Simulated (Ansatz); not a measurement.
Runs of Ansatz 0.2.0 on NaCl. It takes space group Fm-3m (No. 225, cubic). The conventional cell has a = 5.588 Å, b = 5.588 Å, c = 5.588 Å, α = 90.00°, β = 90.00°, γ = 90.00°. Cl (site symmetry m-3m) is surrounded by 6 Na at 2.79 Å. Na (site symmetry m-3m) is surrounded by 6 Cl at 2.79 Å. The cell is a database's computed one.

```tsv
task	level	potentials or basis	cell	k mesh	cutoff (eV)	smearing	basis error allowed	gap on the mesh (eV)	pressure (GPa)	relaxed volume (Å³/atom)
elastic constants	PBEsol	all-electron LAPW, scalar-relativistic	as given	6 × 6 × 6	181	fermi-dirac 0.05 eV	0.001 eV/atom	5.04	(a)	-
Born charges and dielectric tensor	LDA	all-electron PAW datasets made for the crystal	as given	8 × 8 × 8	200	fixed	-	4.80	-	-
relaxation of cell and atoms	RPBE	all-electron LAPW, scalar-relativistic	relaxed	8 × 8 × 8	-	fermi-dirac 0.05 eV	0.001 eV/atom	5.05	0.0	24.93
relaxation of cell and atoms	LDA	all-electron LAPW, scalar-relativistic	relaxed	8 × 8 × 8	-	fermi-dirac 0.05 eV	0.001 eV/atom	(b)	0.0	20.40
band structure	RPBE	all-electron LAPW, scalar-relativistic	as given	8 × 8 × 8	169	fermi-dirac 0.05 eV	0.001 eV/atom	5.54	(c)	-
```

Alike in all rows: no spin polarisation.

**Question.** Estimate the missing entries.

**Answer.** (a) 0.2; (b) 5.07; (c) 3.6.

Caveats: the program warned that the printed levels may be off, so bands, gaps and densities of states are rough (some runs).

A k mesh can miss the band edges.

The runs don't all hold the same shells in valence.

Runs at the PBE level aren't shown here.
